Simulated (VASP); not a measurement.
# Ir (P6_3/mmc) in VASP: a series of runs

The runs below take Ir through single point, with PBE.

All numbers are computed with VASP 6.6.1; they aren't measurements. Logs are shortened: lines on timing, memory, paths and dates and some standing lists are left out, and cuts for length are marked.

## 1. The structure

The structure is hexagonal, space group P6_3/mmc (No. 194). The conventional cell has a = 2.751 Å, b = 2.751 Å, c = 4.462 Å, α = 90.00°, β = 90.00°, γ = 120.00°. Around Ir (site symmetry -6m2) lie 12 Ir at 2.74 to 2.75 Å.

This isn't the form of Ir at room conditions, which is fcc.

## 2. Single point, PBE (the relaxed cell repeated 4 times)

INCAR

```
PREC     = Accurate       # precision mode
ENCUT    = 520            # plane-wave cutoff, eV
EDIFF    = 1E-6           # SCF threshold, eV
ISMEAR   = 0              # smearing method
SIGMA    = 0.15           # smearing width, eV
LREAL    = F              # projectors in reciprocal space
LASPH    = T              # aspherical terms in the spheres
NELM     = 100            # most SCF steps
ALGO     = Fast           # electronic algorithm
ISIF     = 2              # what is computed and relaxed
LWAVE    = F              # write WAVECAR
LCHARG   = F              # write CHGCAR
GGA      = PE             # functional
NBANDS   = 46             # bands
```

KPOINTS

```
regular mesh
0
Gamma
  6 6 6
```

POSCAR

```
Ir
1.0
    1.3756889473     -2.3827631521      4.4622900000
    1.3756889473     -2.3827631521     -4.4622900000
    2.7513778946      4.7655263042      0.0000000000
Ir
8
Direct
    0.0416666667      0.2916666667      0.3333333333
    0.5416666667      0.7916666667      0.3333333333
    0.0416666667      0.2916666667      0.8333333333
    0.5416666667      0.7916666667      0.8333333333
    0.4583333333      0.2083333333      0.1666666667
    0.9583333333      0.7083333333      0.1666666667
    0.4583333333      0.2083333333      0.6666666667
    0.9583333333      0.7083333333      0.6666666667
```

Potentials or basis: VASP PAW PBE potentials, release 64 (Ir).

Run with:

```console
$ cat potpaw_PBE.64/Ir/POTCAR > POTCAR
$ mpirun -np 1 vasp_std > vasp.out
```

OUTCAR:

```text
PREC = Accurate
   ENCUT = 520
   EDIFF = 1E-6
   ISMEAR = 0
   LREAL = F
   LASPH = T
   NELM = 100
   ISIF = 2
   GGA = PE

 ion  position               nearest neighbor table
   1  0.042  0.292  0.333-   5 2.74   6 2.74   7 2.74   8 2.74   6 2.74   5 2.74   3 2.75   2 2.75
                             3 2.75   2 2.75   4 2.75   4 2.75
   2  0.542  0.792  0.333-   5 2.74   6 2.74   7 2.74   8 2.74   5 2.74   6 2.74   4 2.75   1 2.75
                             4 2.75   1 2.75   3 2.75   3 2.75
   3  0.042  0.292  0.833-   7 2.74   8 2.74   5 2.74   6 2.74   8 2.74   7 2.74   1 2.75   1 2.75
                             4 2.75   4 2.75   2 2.75   2 2.75
   4  0.542  0.792  0.833-   7 2.74   8 2.74   5 2.74   6 2.74   7 2.74   8 2.74   2 2.75   2 2.75
                             3 2.75   3 2.75   1 2.75   1 2.75
   5  0.458  0.208  0.167-   1 2.74   2 2.74   1 2.74   2 2.74   3 2.74   4 2.74   6 2.75   7 2.75
                             7 2.75   6 2.75   8 2.75   8 2.75
   6  0.958  0.708  0.167-   1 2.74   2 2.74   2 2.74   1 2.74   3 2.74   4 2.74   5 2.75   8 2.75
                             8 2.75   5 2.75   7 2.75   7 2.75
   7  0.458  0.208  0.667-   3 2.74   4 2.74   1 2.74   2 2.74   3 2.74   4 2.74   5 2.75   8 2.75
                             5 2.75   8 2.75   6 2.75   6 2.75
   8  0.958  0.708  0.667-   3 2.74   4 2.74   1 2.74   2 2.74   4 2.74   3 2.74   6 2.75   7 2.75
                             6 2.75   7 2.75   5 2.75   5 2.75

  LATTYP: Found a face centered orthorhombic cell.
 ALAT       =     5.5027557891
 B/A-ratio  =     1.6218382828
 C/A-ratio  =     1.7320508076

  Lattice vectors:

 A1 = (   4.1270668419,   2.3827631521,  -4.4622900000)
 A2 = (   5.5027557892,   0.0000000000,   0.0000000000)
 A3 = (   1.3756889473,  -2.3827631521,  -4.4622900000)

Analysis of symmetry for initial positions (statically):
=====================================================================
 Subroutine PRICEL returns following result:

  LATTYP: Found a hexagonal cell.
 ALAT       =     2.7513778946
 C/A-ratio  =     1.6218382828

  Lattice vectors:

 A1 = (  -1.3756889473,  -2.3827631521,   0.0000000000)
 A2 = (  -1.3756889473,   2.3827631521,   0.0000000000)
 A3 = (   0.0000000000,   0.0000000000,  -4.4622900000)

   4 primitive cells build up your supercell.

 Routine SETGRP: Setting up the symmetry group for a
 face centered orthorhombic supercell.

 Subroutine GETGRP returns: Found  8 space group operations
 (whereof  4 operations were pure point group operations)
 out of a pool of  8 trial point group operations.

The static configuration has the point symmetry C_2h.
 The point group associated with its full space group is D_2h.

Analysis of symmetry for dynamics (positions and initial velocities):
=====================================================================
 Subroutine PRICEL returns following result:

  LATTYP: Found a hexagonal cell.
 ALAT       =     2.7513778946
 C/A-ratio  =     1.6218382828

  Lattice vectors:

 A1 = (  -1.3756889473,  -2.3827631521,   0.0000000000)
 A2 = (  -1.3756889473,   2.3827631521,   0.0000000000)
 A3 = (   0.0000000000,   0.0000000000,  -4.4622900000)

   4 primitive cells build up your supercell.

 Routine SETGRP: Setting up the symmetry group for a
 face centered orthorhombic supercell.

 Subroutine GETGRP returns: Found  8 space group operations
 (whereof  4 operations were pure point group operations)
 out of a pool of  8 trial point group operations.

The dynamic configuration has the point symmetry C_2h.
 The point group associated with its full space group is D_2h.

 Subroutine INISYM returns: Found  8 space group operations
 (whereof  4 operations are pure point group operations),
 and found     4 'primitive' translations

----------------------------------------------------------------------------------------

                                     Primitive cell

  volume of cell :      29.2542

  direct lattice vectors                    reciprocal lattice vectors
    -1.375688947 -2.382763152  0.000000000    -0.363454254 -0.209840411  0.000000000
    -1.375688947  2.382763152  0.000000000    -0.363454254  0.209840411  0.000000000
     0.000000000  0.000000000 -4.462290000     0.000000000  0.000000000 -0.224100182

  length of vectors
     2.751377895  2.751377895  4.462290000     0.419680823  0.419680823  0.224100182

  position of ions in fractional coordinates (direct lattice)
     0.333333333  0.666666667  0.250000000
     0.666666667  0.333333333  0.750000000

  ion indices of the primitive-cell ions
   primitive index   ion index
                 1           1
                 2           5

----------------------------------------------------------------------------------------

 KPOINTS: regular mesh

Automatic generation of k-mesh.
 Grid dimensions read from file:
 generate k-points for:    6    6    6

 Generating k-lattice:

  Cartesian coordinates                     Fractional coordinates (reciprocal lattice)
     0.030287854 -0.017486701  0.018675015     0.166666667  0.000000000  0.000000000
     0.030287854 -0.017486701 -0.018675015     0.000000000  0.166666667  0.000000000
     0.030287854  0.017486701  0.000000000     0.000000000  0.000000000  0.166666667

  Length of vectors
     0.039647131  0.039647131  0.034973402

  Shift w.r.t. Gamma in fractional coordinates (k-lattice)
     0.000000000  0.000000000  0.000000000

 Subroutine IBZKPT returns following result:
 ===========================================

 Found     46 irreducible k-points:

 Following reciprocal coordinates:
            Coordinates               Weight
  0.000000  0.000000  0.000000      1.000000
  0.166667  0.000000  0.000000      8.000000
  0.333333  0.000000  0.000000      8.000000
  0.500000  0.000000  0.000000      4.000000
  0.166667  0.166667  0.000000      4.000000
  0.333333  0.166667  0.000000      8.000000
[... 16 lines left out ...]
  0.333333  0.333333  0.166667      2.000000
 -0.333333  0.333333  0.166667      4.000000
 [... further k-points ...]
   k-points           NKPTS =     46   k-points in BZ     NKDIM =     46   number of bands    NBANDS=     46
   number of dos      NEDOS =    301   number of ions     NIONS =      8
   total plane-waves  NPLWV =  67200
   dimension x,y,z NGX =    40 NGY =   40 NGZ =   42
   dimension x,y,z NGXF=    80 NGYF=   80 NGZF=   84
   ions per type =               8
   NGX,Y,Z   is equivalent  to a cutoff of  12.68, 12.68, 12.69 a.u.
   NGXF,Y,Z  is equivalent  to a cutoff of  25.37, 25.37, 25.38 a.u.
 SYSTEM =  unknown system
   PREC   = accura    normal or accurate (medium, high low for compatibility)
   ISTART =      0    job   : 0-new  1-cont  2-samecut
   ICHARG =      2    charge: 1-file 2-atom 10-const
   ISPIN  =      1    spin polarized calculation?
   LNONCOLLINEAR =      F non collinear calculations
   LSORBIT =      F    spin-orbit coupling
   LASPH  =      T    aspherical Exc in radial PAW
   ENCUT  =  520.0 eV  38.22 Ry    6.18 a.u.   9.75  9.75 10.23*2*pi/ulx,y,z
   NELM   =    100;   NELMIN=  2; NELMDL= -5     # of ELM steps
   EDIFF  = 0.1E-05   stopping-criterion for ELM
   LREAL  =      F    real-space projection
   EDIFFG = 0.1E-04   stopping-criterion for IOM
   NSW    =      0    number of steps for IOM
   IBRION =     -1    ionic relax: 0-MD 1-quasi-New 2-CG
   NFREE  =      0    steps in history (QN), initial steepest desc. (CG)
   ISIF   =      2    stress and relaxation
   ISYM   =      2    0-nonsym 1-usesym 2-fastsym
   POTIM  = 0.5000    time-step for ionic-motion
   TEBEG  =    0.0;   TEEND  =   0.0 temperature during run
   PSTRESS=    0.0 pullay stress
   NELECT =      72.0000    total number of electrons
   NUPDOWN=      -1.0000    fix difference up-down
   EMIN   =  10.00;   EMAX   =-10.00  energy-range for DOS
   EFERMI =   0.00;   METHOD = LEGACY
   ISMEAR =     0;   SIGMA  =   0.15  broadening in eV -4-tet -1-fermi 0-gaus
   EFERMI_NEDOS =   21; number of points for ismear=-14 and -15
   IALGO  =     68    algorithm
   IMIX   =      4    mixing-type and parameters
     AMIX     =   0.40;   BMIX     =  1.00
     AMIX_MAG =   1.60;   BMIX_MAG =  1.00
  volume/ion in A,a.u.               =      14.63        98.71
  Fermi-wavevector in a.u.,A,eV,Ry     =   1.392417  2.631287 26.379323  1.938826
  Thomas-Fermi vector in A             =   2.516162
   LORBIT       =      0    0 simple, 1 ext, 2 COOP (PROOUT), +10 PAW based schemes
   GGA     = PE    functional components
   LHFCALC =     F    Hartree Fock is set to
   AEXX    =    0.0000 exact exchange contribution
   IVDW    =     0    specifies the selected vdW correction
   LEPSILON=     F    determine dielectric tensor
   LRPA    =     F    only Hartree local field effects (RPA)
 non-spin polarized calculation
 RMM-DIIS sequential band-by-band and
 Gauss-broadening in eV      SIGMA  =   0.15
  energy-cutoff  :      520.00
  volume of cell :      117.02
 maximum number of plane-waves:      3166
   NGX = 19   NGY = 19   NGZ = 21

 number of electron      72.0000001 magnetization

 Free energy of the ion-electron system (eV)
  ---------------------------------------------------
  ext. energy  EPLUGINS =         0.00000000
  ---------------------------------------------------
  free energy    TOTEN  =       -70.30284128 eV

  energy without entropy =      -70.19842289  energy(sigma->0) =      -70.25063209

 E-fermi :   9.9578     XC(G=0): -13.7891

 val. band max:        9.9569096761   @ k =   0.3333   0.0000   0.1667
 cond. band min:       9.9590660413   @ k =   0.1667   0.1667   0.1667
 fundamental gap:      0.0021563652
 Fermi energy:         9.9578073116

 k-point     1 :       0.0000    0.0000    0.0000
  band No.  band energies     occupation
      1      -0.9272      2.00000
      2       2.1082      2.00000
      3       2.4635      2.00000
      4       2.4635      2.00000
      5       2.4635      2.00000
      6       2.4635      2.00000
[... 38 lines left out ...]
     45      11.9194      0.00000
     46      11.9194      0.00000

 k-point     2 :       0.1667    0.0000    0.0000
  band No.  band energies     occupation
      1      -0.5909      2.00000
      2       2.3460      2.00000
      3       2.3492      2.00000
      4       2.4628      2.00000
      5       2.7631      2.00000
      6       2.7838      2.00000
[... 1070 lines left out ...]
 k-point    24 :      -0.3333    0.3333    0.1667
  band No.  band energies     occupation
      1       0.4438      2.00000
      2       2.2189      2.00000
      3       2.2528      2.00000
      4       2.5392      2.00000
      5       2.5392      2.00000
      6       2.9772      2.00000
[... 38 lines left out ...]
     45      12.2647      0.00000
     46      13.0676      0.00000

 [... further k-points ...]
[... 5 lines left out ...]
  --------------------------------------------------------------------------------------
  -------------------------------------------------------------------------------------
  Total       -0.9793788     -0.9199126     -0.2700592     -0.0514992      0.0000000      0.0000000
  in kB      -13.4094935    -12.5952923     -3.6976067     -0.7051189      0.0000000      0.0000000
  external PRESSURE =      -9.9007975 kB  Pullay stress =       0.0000000 kB

 VOLUME and BASIS-vectors are now :
 -----------------------------------------------------------------------------
  energy-cutoff  :      520.00
  volume of cell :      117.02
      direct lattice vectors                 reciprocal lattice vectors
     1.375688947 -2.382763152  4.462290000     0.181727127 -0.104920206  0.112050091
     1.375688947 -2.382763152 -4.462290000     0.181727127 -0.104920206 -0.112050091
     2.751377895  4.765526304  0.000000000     0.181727127  0.104920206  0.000000000

 POSITION                                       TOTAL-FORCE (eV/Angst)
 -----------------------------------------------------------------------------------
      1.37569      0.79425     -1.11557         0.007498      0.004329      0.000000
      2.75138     -1.58851     -1.11557         0.007498      0.004329      0.000000
      2.75138      3.17702     -1.11557         0.007498      0.004329      0.000000
      4.12707      0.79425     -1.11557         0.007498      0.004329      0.000000
      1.37569     -0.79425      1.11557        -0.007498     -0.004329      0.000000
      2.75138     -3.17702      1.11557        -0.007498     -0.004329      0.000000
      2.75138      1.58851      1.11557        -0.007498     -0.004329      0.000000
      4.12707     -0.79425      1.11557        -0.007498     -0.004329      0.000000
 -----------------------------------------------------------------------------------
    total drift:                               -0.000000     -0.000000      0.000000

  FREE ENERGIE OF THE ION-ELECTRON SYSTEM (eV)
  ---------------------------------------------------
  free  energy   TOTEN  =       -70.3028412810 eV

  energy  without entropy=      -70.1984228928  energy(sigma->0) =      -70.25063209
```

It took 2.6 min on 1 thread of Intel Xeon 6975P-C (Granite Rapids), shared host; peak memory 0.35 GiB.

What came out:

| Item | Value |
| --- | --- |
| Free energy | -70.3028 eV |
| Pressure | -1.0 GPa |
| Largest force | 0.009 eV/Å |
| Band gap on the k mesh | none (metal or under the smearing width) |

Forces in eV/Å, atoms in the order of the input:
```
Ir   0.007  0.004  0.000
Ir   0.007  0.004  0.000
Ir   0.007  0.004  0.000
Ir   0.007  0.004  0.000
Ir  -0.007 -0.004  0.000
Ir  -0.007 -0.004  0.000
Ir  -0.007 -0.004  0.000
Ir  -0.007 -0.004  0.000
```

Levels at points of the mesh, in eV from the Fermi level:
```csv
k point,band 34,band 35,band 36,band 37,band 38,band 39
"(0.00, 0.00, 0.00)",0.25,0.25,0.66,0.90,0.90,0.90
"(0.50, 0.00, 0.00)",-1.28,-1.04,-1.04,-0.44,-0.44,0.38
"(0.50, 0.50, 0.00)",-0.46,0.66,0.66,0.90,0.90,0.91
"(0.00, 0.00, 0.50)",-1.84,-1.36,-1.36,0.71,0.71,0.73
"(0.50, 0.50, 0.50)",-0.48,-0.48,-0.48,0.32,0.32,0.32
```

The run has no spin-orbit coupling, so splittings on Ir are missing.

## 3. Single point, PBE

This run uses another cell than the first one: it holds 2 atoms, not 8.

INCAR

```
SYSTEM = Ir
  PREC = Accurate
  ENCUT = 520
  EDIFF = 1E-7
  ISMEAR = 0
  SIGMA = 0.15
  LREAL = .False.
  LASPH = .True.
  NELM = 100
  ALGO = Normal
  ISIF = 2
  LWAVE = .False.
  LCHARG = .False.
  GGA = PE
  NBANDS = 16
```

KPOINTS

```
regular mesh
0
Gamma
  12 12 6
  0 0 0
```

POSCAR

```
Ir
1.0
    2.7513778946      0.0000000000      0.0000000000
   -1.3756889473      2.3827631521      0.0000000000
    0.0000000000      0.0000000000      4.4622900000
Ir
2
Direct
    0.6666666667      0.3333333333      0.7500000000
    0.3333333333      0.6666666667      0.2500000000
```

Potentials or basis: VASP PAW PBE potentials, release 64 (Ir).

Run with:

```console
$ cat potpaw_PBE.64/Ir/POTCAR > POTCAR
$ mpirun -np 1 vasp_std > vasp.out
```

Run time: 16 s. Hardware: 1 thread of Intel Xeon 6975P-C (Granite Rapids), shared host; peak memory 0.16 GiB.

The run converged. Its results:

* Free energy: -17.5723 eV
* Pressure: -1.0 GPa
* Band gap on the k mesh: none (metal or under the smearing width)

Stress tensor (GPa, compression positive):
```
-1.64  0.00  0.00
 0.00 -1.64  0.00
 0.00  0.00  0.41
```

Levels at points of the mesh, in eV from the Fermi level:
```
           k point  band 7  band 8  band 9  band 10  band 11  band 12
(0.00, 0.00, 0.00)   -3.05   -2.28   -2.28    -0.74     0.25     0.25
(0.50, 0.00, 0.00)   -2.86    0.66    0.91     1.05     2.83     4.25
(0.00, 0.00, 0.50)   -3.79   -3.79   -0.47    -0.47    -0.47    -0.47
(0.50, 0.00, 0.50)   -0.92   -0.92    0.90     0.90     1.96     1.96
```

Spin-orbit coupling is left out, which matters for the levels of Ir.
